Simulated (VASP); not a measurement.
Input of a VASP 6.6.1 run:

INCAR

```
SYSTEM = AgO
PREC     = Accurate       ! precision mode
ENCUT    = 520            ! plane-wave cutoff, eV
EDIFF    = 1E-6           ! SCF threshold, eV
ISMEAR   = 0              ! smearing method
SIGMA    = 0.1            ! smearing width, eV
LREAL    = .False.        ! projectors in reciprocal space
LASPH    = .True.         ! aspherical terms in the spheres
NELM     = 100            ! most SCF steps
ALGO     = Fast           ! electronic algorithm
ISIF     = 2              ! what is computed and relaxed
LWAVE    = .False.        ! write WAVECAR
LCHARG   = .False.        ! write CHGCAR
GGA      = PS             ! functional
NBANDS   = 25             ! bands
```

KPOINTS

```
Automatic mesh
0
Gamma
  12 12 8
  0 0 0
```

POSCAR

```
AgO
1.0
    2.5117879776      2.5117879776      0.0000000000
   -2.5117879776      2.5117879776      0.0000000000
    0.0000000000      0.0000000000      5.0235759553
Ag O
2 2
Direct
    0.0000000000      0.0000000000      0.0000000000
    0.5000000000      0.5000000000      0.5000000000
    0.5000000000      0.0000000000      0.2500000000
    0.0000000000      0.5000000000      0.7500000000
```

Potentials or basis: VASP PAW PBE potentials, release 64 (Ag, O).

The run is started by

```sh
$ cat potpaw_PBE.64/Ag/POTCAR potpaw_PBE.64/O/POTCAR > POTCAR
$ mpirun -np 1 vasp_std > vasp.out
```

Task: What does it give for the pressure?

Result: -4.4 GPa.

Task: Predict the band gap on the k mesh.

Result: None (metal or under the smearing width).

Caveat: the PAW data sets were made with another functional, which shifts forces and pressure a little.
